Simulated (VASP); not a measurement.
In, 1 atom in the cell. The structure is tetragonal, space group I4/mmm (No. 139). Conventional cell: a = 3.389 Å, b = 3.389 Å, c = 4.595 Å, α = 90.00°, β = 90.00°, γ = 90.00°. In (site symmetry 4/mmm) has 12 In at 3.32 to 3.39 Å as nearest neighbours. 

```yaml
Program: VASP 6.6.1
Task: relaxation of cell and atoms
Functional: PBEsol
Potentials_or_basis: VASP PAW PBE potentials, release 64 (In_d)
Cutoff: 300 eV
k_mesh: 18 × 18 × 18
Occupations: gaussian, width 0.1 eV
Spin: no spin polarisation
Further_INCAR_settings: ALGO = Normal; EDIFF = 1e-07; IBRION = 2; EDIFFG = -0.005; NSW = 90; ISIF = 3
```

Potentials or basis: VASP PAW PBE potentials, release 64 (In_d).

Launch:

```console
$ cat potpaw_PBE.64/In_d/POTCAR > POTCAR
$ mpirun -np 1 vasp_std > vasp.out
```

Hardware: 1 thread of Intel(R) Xeon(R) 6975P-C (Granite Rapids) (shared host).

Question: How long does it take, and how much memory?

Answer: Wall time 2.2 min on 1 thread of Intel(R) Xeon(R) 6975P-C (Granite Rapids) (shared host), peak memory 0.19 GiB. Counts: scf iterations 75, k points 480, ion steps 11.
